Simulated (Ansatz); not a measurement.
**The polar optical mode of BP at 2 GPa, worked through**

These are results of Ansatz, DFT PBE, scalar-relativistic, plane waves, PAW, not measurements. Cutoff 420 eV, 10×10×10 k-points (Γ-centred), fixed occupations. No spin polarisation. Phonons by linear response, acoustic sum rule imposed.

The cell, relaxed at 2 GPa:
```yaml
crystal:
  lattice:
    - [0.00000, 2.26508, 2.26508]
    - [2.26508, 0.00000, 2.26508]
    - [2.26508, 2.26508, 0.00000]
  atoms:
    - { symbol: B, position: [0.00000, 0.00000, 0.00000] }
    - { symbol: P, position: [0.75000, 0.75000, 0.75000] }
```

Linear response gives ν_TO = 809.3 cm⁻¹, Born charges ±0.531 e (positive on P) and ε∞ = 9.152. The primitive cell holds 23.242 Å³, and the masses are 10.810 and 30.974 amu.

Task: Find ν_LO and the static dielectric constant.

Result: The long-wave field adds a restoring force: ω_LO² − ω_TO² = Z*²e²/(ε_vac ε∞ μV). In these units ν_LO² − ν_TO² = 4.92064×10⁷ Z*²/(μ V ε∞) cm⁻², with μ = m₁m₂/(m₁ + m₂) = 8.013 amu: 8143 cm⁻². So ν_LO = √(809.3² + 8143) = 814.4 cm⁻¹, and the run gives 814.4. Lyddane–Sachs–Teller then gives ε0 = ε∞ (ν_LO/ν_TO)² = 9.27, against 9.27 in the run (it forms both from the same three quantities, so the match checks the arithmetic only). Between ν_TO and ν_LO the dielectric function is negative and an undamped crystal reflects fully: a reststrahlen band from 12.3 to 12.4 μm.

Task: What do the Clausius–Mossotti polarisability and the Szigeti charge come to?

Result: With the Lorentz local field, α = (3V/4π)(ε∞ − 1)/(ε∞ + 2) = 4.06 Å³ for the pair, and e_S = 3Z*/(ε∞ + 2) = 0.14 e. The Born charge includes the electrons' response to the dipole's own local field, and e_S takes that enhancement out. The Lorentz field assumes point-like polarisable ions, a poor picture once ε∞ is this large, since the electron clouds then overlap or are shared, so both numbers are formal here.

Task: How strongly does a slow electron couple to the LO mode?

Result: For one isotropic parabolic band, Fröhlich's constant is α_F = (1/ε∞ − 1/ε0) √(m* Ry/ħω_LO), with Ry = 13.606 eV, ħω_LO = 101.0 meV and m* in free-electron masses: α_F = 0.0013 × 11.61 × √m* = 0.02 √m*. The band mass isn't part of this run; for m* = 0.1, 0.3 and 1 it gives 0.00, 0.01, 0.02. In weak coupling the polaron lies α_F ħω_LO below the band edge (1 meV at m* = 0.3) with a mass m*(1 + α_F/6); past α_F of about 5 or 6 that expansion fails. A semilocal functional's ε∞ tends to be too large, which taken alone lowers α_F.

BP responds to an electric field almost entirely through its electrons: the lattice raises the dielectric constant only from 9.152 to 9.27, and the LO and TO modes nearly coincide. The high frequency itself comes from stiff covalent bonds and light atoms, boron above all, not from ionic restoring forces. Boron and phosphorus are close in electronegativity, so the bond is only weakly polar, and the electronic screening further weakens the long-range field that a small Born charge can produce.

The sign of that charge is the striking part, since the usual electronegativity scales would make phosphorus the anion. Boron's compact 2p shell, with no p core beneath it, probably helps draw bonding charge towards boron as the atoms move. Because a Born charge measures this dynamic flow, it doesn't by itself establish a static B⁻P⁺ charge distribution.

The weak Fröhlich coupling argues against large polar polarons, but it doesn't imply weak electron–phonon scattering overall, as deformation-potential coupling doesn't depend on the Born charge.
